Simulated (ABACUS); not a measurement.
Runs of ABACUS 3.10.1 on BAs. It takes space group F-43m (No. 216, cubic). The conventional cell has a = 4.777 Å, b = 4.777 Å, c = 4.777 Å, α = 90.00°, β = 90.00°, γ = 90.00°. As (site symmetry -43m) has 4 B at 2.07 Å as nearest neighbours. Around B (site symmetry -43m) lie 4 As at 2.07 Å. 

```tsv
level	potentials or basis	k mesh	cutoff (eV)	SCF threshold on the density	eigensolver	V0 of scaled cells (Å³/atom)	B0 (GPa)
PBEsol	PseudoDojo NC SR 0.4.1 PBEsol standard, plane waves	10 × 10 × 10	1143	1e-08	dav	13.56	(a)
PBE	PseudoDojo NC SR 0.4.1 PBE standard, plane waves	7 × 7 × 7	1143	1e-08	dav	13.90	131
PBE	PseudoDojo NC SR 0.4.1 PBE standard, DZP LCAO (the cutoffs set its grid)	7 × 7 × 7	1361	1e-07	genelpa	(b)	132
PBE	PseudoDojo NC SR 0.4.1 PBE standard, TZDP LCAO (the cutoffs set its grid)	7 × 7 × 7	1361	1e-07	genelpa	13.96	131
```

Alike in all rows: task equation of state; no spin polarisation; cell as given; smearing fermi-dirac 0.05 eV.

**Question.** Estimate the missing entries.

**Answer.** (a) 140; (b) 14.17.

Caveats: the atomic orbitals were generated for these runs and aren't a published set (some runs); the basis of atomic orbitals isn't converged, which shifts pressures, moduli and gaps (some runs).
